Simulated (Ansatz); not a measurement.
## Nb(100) film, 1 layer, flat: channels in plane against thickness

Aim: the ballistic channels of flat films against thickness, first Nb(100) film, 1 layer, flat.

Method: Ansatz plane-wave DFT, PBE, PAW files; ballistic transport by layer matching (Landauer), zero bias, in Ansatz 0.2.0.

## (1) Starting point

The cell holds 1 atom: 1 Nb. Its edges and angles: a = 11.000 Å, b = 3.306 Å, c = 3.306 Å, α = 90.0°, β = 90.0°, γ = 90.0°. It derives from Nb. Vacuum lies along a. The structure's axis is c.

## (2) With 1 layer

Vacuum lies along the first vector, which takes one k-point, and the current runs in the film's plane. One period is a perfect wire, so its channels are the result. Energies from -0.27 to 0.27 eV in steps of 0.036 eV cover the slope of the Fermi function at 300 K, so the program can form a conductance.

Contents of input.yaml:

```yaml
crystal:
  lattice:
    - [11.0, 0.0, 0.0]
    - [0.0, 3.3063, 0.0]
    - [0.0, 0.0, 3.3063]
  atoms:
    - { symbol: Nb, position: [0.4090909091, 0.0, 0.0] }
kpoints:
  mp_grid: { grid: [1, 13, 13] }
hamiltonian:
  xc: pbe
scf:
  occupations: { method: fermi_dirac, width: 0.1 }
output:
  transmission:
    leads: [[0, 0]]
    kmesh: [1, 38]
    e_range: [-0.27, 0.27]
    de: 0.036
```

The run is started by

```console
ansatz run input.yaml --threads 4 --pin off --max-ram 8192MiB --backend cpu --events-out ev --progress --plain --runs-dir out
```

Numbers of over 12 decimals in the logs are rounded to 6 here.

The log of the run:

```text
Engine: ansatz 0.2.0, aarch64-unknown-linux-gnu
Pseudopotentials: kind: paw
Pseudopotential: Nb, paw, valence charge 13, recommended cutoff 420 eV (normal), Nb.paw.azcp
Functional definition: PBE
  parameter kappa = 0.804
  parameter beta = 0.066725
  exchange = pbe_x(kappa = kappa, mu = beta*pi^2/3)
  correlation = pbe_c(beta = beta)
Crystal: 1 atoms, lattice volume = 120.248 Å³
Basis set: ecut = 420 eV, 2373 PW (Γ)
Bands: 11, of which v1, the nominal top of the filled ones, is band 7 counted from 1 (6 counted from 0)
Symmetry: 16 space group operations
Space group: P4/mmm (ITA 123), of the structure as read, at distance tolerance 4.9e-5 Å
k-points: 28 of 169
Non-local potential: Nb, projectors of the file, l = 0: 3, l = 1: 2, l = 2: 2, l = 3: 1
PAW form: soft (Blöchl's): semilocal exchange-correlation on the pseudo side does not see the compensation charge
PAW one-centre angular grid: Nb, 590 points (default); XC on 64 Gauss nodes
Initial density: superposition of atomic densities (neutral atoms: chi_scale 0, normalization atom), corrected by the library's trained network
Initial wavefunctions: pseudopotential atomic-orbital guess
Functional: x = pbe(κ = 0.804, μ = 0.219515), c = pbe(β = 0.066725)
SCF iter   1: F=—  HF=-4547.681472 eV  |F-HF|=—  |Δ(HF+E_count)|=         —  Δρ=2.41e-3  dr2=6.40e-3  ethr=1.77e-3  ⟨swp⟩=4.9  Hψ=1757  notcnv=0
preconditioner: auto → LDOS  [metal: Δε(μ)=0.014 eV  Ē_g=2.471 eV  σ=0.100 eV  W_gap=0.04  n_scr=6 (ndim 8)  ℏωp=7.6 eV  f_vac=0.562  D(μ)=4.51/eV (n_scr^D=36)  β→1.0]
SCF iter   2: F=—  HF=-4547.682070 eV  |F-HF|=—  |Δ(HF+E_count)|=   5.98e-4  Δρ=1.47e-3  dr2=2.42e-3  ethr=4.93e-5  ⟨swp⟩=2.5  Hψ=720  notcnv=0
SCF iter   3: F=—  HF=-4547.681636 eV  |F-HF|=—  |Δ(HF+E_count)|=   4.35e-4  Δρ=5.68e-4  dr2=4.23e-4  ethr=1.86e-5  ⟨swp⟩=2.1  Hψ=484  notcnv=0
SCF iter   4: F=—  HF=-4547.681617 eV  |F-HF|=—  |Δ(HF+E_count)|=   1.86e-5  Δρ=2.50e-4  dr2=8.64e-5  ethr=3.25e-6  ⟨swp⟩=1.0  Hψ=308  notcnv=0
SCF iter   5: F=—  HF=-4547.681616 eV  |F-HF|=—  |Δ(HF+E_count)|=   1.29e-6  Δρ=5.01e-5  dr2=3.15e-6  ethr=6.64e-7  ⟨swp⟩=2.7  Hψ=395  notcnv=0
SCF iter   6: F=—  HF=-4547.681616 eV  |F-HF|=—  |Δ(HF+E_count)|=   7.97e-8  Δρ=7.37e-6  dr2=1.61e-7  ethr=2.42e-8  ⟨swp⟩=2.3  Hψ=462  notcnv=0
SCF iter   7: F=-4547.681616 eV  HF=-4547.681616 eV  |F-HF|=3.66e-9  |Δ(HF+E_count)|=   4.74e-8  Δρ=2.70e-6  dr2=1.34e-8  ethr=7.69e-10  ⟨swp⟩=3.0  Hψ=1043  notcnv=0
SCF 1 converged in 7 iterations: F = -4547.681616 eV  dr2 = 1.34e-8
  greatest PAW one-centre occupation: 0.998 electrons in one spin orbital (limit 2), on the Nb atom at site 0 (counted from 0), in its partial waves of l = 0
transmission: 10 of 100 steps passed
transmission: 20 of 100 steps passed
[...]
transmission: 100 of 100 steps passed
SCF converged after 7 iterations
Free energy (F): -4547.681616 eV
Harris-Foulkes:  -4547.681616 eV  (|F-HF|=3.66e-9)
Internal energy: -4547.534893 eV  (E = F + TS)
E sigma→0 (E₀):  -4547.608254 eV
Entropy (-TS):   -0.146723 eV (-146.723 meV/atom)
Fermi energy:    -0.593418 eV
--- Per-component energies (eV) ---
  E_band       = -311.740332
  E_kinetic    = 382.929566
  E_local      = -2809.587853  (includes V_loc(G=0)·N_el)
  E_nonlocal   = 122.846717
  E_hartree    = 1151.428118
  E_xc         = -168.207723
  E_vxc        = -203.033374  (∫ρ·V_xc dr)
  E_paw        = -3073.754391  (= ΣΔE_a)
  E_vpaw       = -107.745597  (= ΣTr[D̂ρ^β])
  E_aug_tail   = 0.000007  (compensation charges beyond the density's cutoff)
  E_ewald      = -153.189334
  E_smearing   = -0.146723  (= −TS)
  E_closure    = -0.000000  (closes the sum)
  Σ components = -4547.681616   (vs F -4547.681616, Δ=0.00e0)
--- Band table (eV; the first three rows and the last of 28) ---
  k-point 0: bands = [... 3 lower, -31.8925, -3.7152, -1.7870, -0.9039, 0.4288, 0.7211, 0.7211, 1.6944]
  k-point 1: bands = [... 3 lower, -31.8915, -3.6077, -1.7234, -0.8667, 0.1246, 0.7317, 1.0242, 1.6087]
  k-point 2: bands = [... 3 lower, -31.8887, -3.3057, -1.5320, -0.7570, -0.2875, 0.7612, 1.3838, 1.4575]
  k-point 27: bands = [... 3 lower, -32.0832, -1.9531, -0.8207, -0.7988, 0.2888, 2.2795, 3.4271, 4.0580]
--- Transmission ---
  basis      : 323 plane waves across, 5 finite elements along
  points     : 20, standing for a mesh of 1 x 38
  filling    : by the input's occupations and mesh, since the crystals that have channels conduct as metals do. If one of these is a semiconductor, that mesh has misplaced its level
  energies   : 16 from -0.270000 to 0.270000 eV about the Fermi level, 0.036000 eV apart; the leads are filled to 0.000000 eV, and channels, transmission and decay are at 0.018000 eV
  crystal 0  : Nb1, at the sites [0, 0], period 3.3063 Å: whole cells are its period
    offset         : up to 0.0000 Å between an atom of the period and one for which it stands
    filled         : 1.0 meV under the level at which it is neutral
    channels       : 2.578947e0 a spin
    conductance    : 5.2150e14 S/m² at 300 K; may be off by some 0.0 % by where its bands' edges are placed, 8.4 % from the k-mesh, 0.1 % from the distance to neutral
```

The job ended after 3.6 min (4 threads of Arm Neoverse V1, shared host; peak memory 0.84 GiB).

Numbers from this step:

| Quantity | Value |
| --- | --- |
| free energy | -4547.6816 eV |
| energy at zero smearing | -4547.6083 eV |
| Fermi energy | -0.5934 eV |
| cell area | 36.37 Å² |
| estimated errors of the lead's conductance | 0, 8.4, 0.1 % (band edges, k-mesh, distance from neutral) |
| lead conductance per cell | 2.448 G₀ |

Per spin. Table of open channels, zone mean, lead by energy, zero at the Fermi level:

```
energy (eV)  open channels, zone mean, lead
     -0.270                            2.11
     -0.234                            2.26
     -0.198                            1.89
     -0.162                            1.84
     -0.126                            2.05
     -0.090                            2.21
     -0.054                            2.26
     -0.018                            2.37
      0.018                            2.58
      0.054                            2.74
      0.090                            2.47
      0.126                            2.63
      0.162                            2.42
      0.198                            2.37
      0.234                            2.37
      0.270                            2.37
```

The program's largest error estimate for it is 8.4 %, from the k-mesh.

## (3) With 2 layers, thickness 3.306 A

The film grows to 2 layers.

System of this step: Nb(100) film, 2 layers, flat. The cell holds 2 atoms: 2 Nb. Its edges and angles: a = 12.653 Å, b = 3.306 Å, c = 3.306 Å, α = 90.0°, β = 90.0°, γ = 90.0°. It derives from Nb. Vacuum lies along a. The structure's axis is c.

input.yaml, the sections that differ from step 2:

```yaml
crystal:
  lattice:
    - [12.65315, 0.0, 0.0]
    - [0.0, 3.3063, 0.0]
    - [0.0, 0.0, 3.3063]
  atoms:
    - { symbol: Nb, position: [0.3556426661, 0.0, 0.0] }
    - { symbol: Nb, position: [0.4862939268, 0.5, 0.5] }
# kpoints, hamiltonian, scf, output: as in step 2
```

The log of the run:

```text
[...]
Crystal: 2 atoms, lattice volume = 138.319 Å³
Basis set: ecut = 420 eV, 2739 PW (Γ)
Bands: 17, of which v1, the nominal top of the filled ones, is band 13 counted from 1 (12 counted from 0)
Symmetry: 16 space group operations
[...]
k-points: 28 of 169
[...]
k-point 27: bands = [... 9 lower, -0.1043, 0.5308, 0.5512, 2.9589, 3.0375, 4.2787, 4.3030, 4.8768]
--- Transmission ---
  basis      : 365 plane waves across, 5 finite elements along
  points     : 20, standing for a mesh of 1 x 38
[...]
crystal 0  : Nb2, at the sites [0, 0], period 3.3063 Å: whole cells are its period
[...]
filled         : 27.8 meV under the level at which it is neutral
    channels       : 2.473684e0 a spin
[...]
[key lines of the parts left out:]
SCF converged after 7 iterations
Free energy (F): -9100.925312 eV
Fermi energy:    2.161998 eV
```

Run time: 4.9 min. Hardware: 4 threads; peak memory 1.3 GiB.

Numbers from this step:

```yaml
free_energy: -9100.9253 eV
energy_at_zero_smearing: -9100.8528 eV
fermi_energy: 2.162 eV
cell_area: 41.84 Å²
estimated_errors_of_the_lead_s_conductance: 0, 5.5, 5.8 % (band edges, k-mesh, distance from neutral)
lead_conductance_per_cell: 2.497 G₀
```

Per spin. Table of open channels, zone mean, lead by energy, zero at the Fermi level:

```
energy (eV)  open channels, zone mean, lead
     -0.270                            2.32
     -0.234                            2.11
     -0.198                               2
     -0.162                            1.84
     -0.126                            1.89
     -0.090                            2.16
     -0.054                            2.26
     -0.018                            2.37
      0.018                            2.47
      0.054                            2.84
      0.090                            3.05
      0.126                               3
      0.162                            2.89
      0.198                            2.89
      0.234                               3
      0.270                            2.74
```

The lead conductance per cell is 2.50 G₀, 2.0 % over the 2.45 G₀ of the last finished run, within the error estimates, leads' steps apart, of 8.4 and 5.8 %.

## (4) With 3 layers, thickness 4.959 A

The film grows to 3 layers.

System of this step: Nb(100) film, 3 layers, flat. The cell holds 3 atoms: 3 Nb. Cell: a = 14.306 Å, b = 3.306 Å, c = 3.306 Å, α = 90.0°, β = 90.0°, γ = 90.0°. It derives from Nb. Vacuum lies along a. The structure's axis is c.

input.yaml, the sections that differ from step 3:

```yaml
crystal:
  lattice:
    - [14.3063, 0.0, 0.0]
    - [0.0, 3.3063, 0.0]
    - [0.0, 0.0, 3.3063]
  atoms:
    - { symbol: Nb, position: [0.3145467382, 0.0, 0.0] }
    - { symbol: Nb, position: [0.4301007249, 0.5, 0.5] }
    - { symbol: Nb, position: [0.5456547116, 0.0, 0.0] }
# kpoints, hamiltonian, scf, output: as in step 3
```

The log of the run:

```text
[...]
Crystal: 3 atoms, lattice volume = 156.391 Å³
Basis set: ecut = 420 eV, 3111 PW (Γ)
Bands: 24, of which v1, the nominal top of the filled ones, is band 20 counted from 1 (19 counted from 0)
Symmetry: 16 space group operations
[...]
k-points: 28 of 169
[...]
k-point 27: bands = [... 16 lower, 2.6487, 3.0615, 3.0935, 5.5210, 5.5805, 6.0652, 6.3031, 6.6403]
--- Transmission ---
  basis      : 421 plane waves across, 5 finite elements along
  points     : 20, standing for a mesh of 1 x 38
[...]
crystal 0  : Nb3, at the sites [0, 0], period 3.3063 Å: whole cells are its period
[...]
filled         : 37.3 meV under the level at which it is neutral
    channels       : 2.315789e0 a spin
[...]
[key lines of the parts left out:]
SCF converged after 8 iterations
Free energy (F): -13653.463230 eV
Fermi energy:    4.113877 eV
```

The job ended after 9 min (4 threads; peak memory 1.6 GiB; 34 min of CPU time).

This step gave:

```yaml
free_energy: -13653.4632 eV
energy_at_zero_smearing: -13653.3848 eV
fermi_energy: 4.114 eV
cell_area: 47.30 Å²
estimated_errors_of_the_lead_s_conductance: 0, 10.2, 3.9 % (band edges, k-mesh, distance from neutral)
lead_conductance_per_cell: 2.247 G₀
```

Per spin. The open channels, zone mean, lead by energy, zero at the Fermi level:

```
energy (eV)  open channels, zone mean, lead
     -0.270                            2.63
     -0.234                            2.68
     -0.198                            2.53
     -0.162                            2.47
     -0.126                            2.47
     -0.090                            2.37
     -0.054                            2.32
     -0.018                            2.21
      0.018                            2.32
      0.054                            2.13
      0.090                               2
      0.126                            2.05
      0.162                            2.47
      0.198                            2.95
      0.234                            2.68
      0.270                            2.89
```

The lead conductance per cell is 2.25 G₀, 10.0 % under the 2.50 G₀ of the last finished run, within the error estimates, leads' steps apart, of 5.8 and 10 %.

[end of part 1 of 2]

[Logs are printed without paths, hosts, clocks, repeated set-up lines and the standing remarks that a program may print on its own settings, such as how far it seeks lower states.]

[Hosts, paths, dates, database ids (printed as entryN), source tags and the programs' standing remarks are cut or masked in the printed files.]
